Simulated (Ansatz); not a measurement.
`[SiH3][TeH]` + `NC(N)=O` → `NC(=O)N[SiH3]` + H₂Te  (ligand exchange at the Si–Te bond)

Calculated with Ansatz (gas phase, PBE0-D4/def2-TZVP geometries, no zero-point term in ΔE). CCSD(T)/CBS is the MP2 limit (def2-TZVPP, def2-QZVPP) plus CCSD(T) − MP2 in def2-TZVPP, frozen cores. DFT in def2-TZVPP. B3LYP here is the variant with VWN-RPA as its local correlation; programs differ in this. Elements past krypton have def2 core potentials. For Te outer-core shells are correlated without core-valence functions, which leaves a few kJ/mol of doubt a bond. Each species was taken in one conformer, which may not be the lowest.

**Question.** Is it downhill or uphill in electronic energy at CCSD(T)/CBS, and by how much? (Estimate.)

**Answer.** The calculation gave: Uphill: ΔE = +6.3 kJ/mol.

**Question.** What do these levels give: PBE-D4, B3LYP-D4, ωB97M-V, B2PLYP, PBE0, B3LYP, HF/def2-TZVPP, SCS-MP2/def2-TZVPP, CCSD/def2-TZVPP, HF/def2-QZVPP, SCS-MP2/def2-QZVPP, CCSD/CBS(def2)? (Estimate.)

**Answer.** The calculation gave: PBE-D4 16.1, B3LYP-D4 4.5, ωB97M-V 2.9, B2PLYP 4.8, PBE0 16.3, B3LYP 7.1, HF/def2-TZVPP 0.7, SCS-MP2/def2-TZVPP 1.0, CCSD/def2-TZVPP 0.0, HF/def2-QZVPP -0.3, SCS-MP2/def2-QZVPP 3.9, CCSD/CBS(def2) 5.8 kJ/mol.

Largest T1 diagnostic among the species: 0.014.
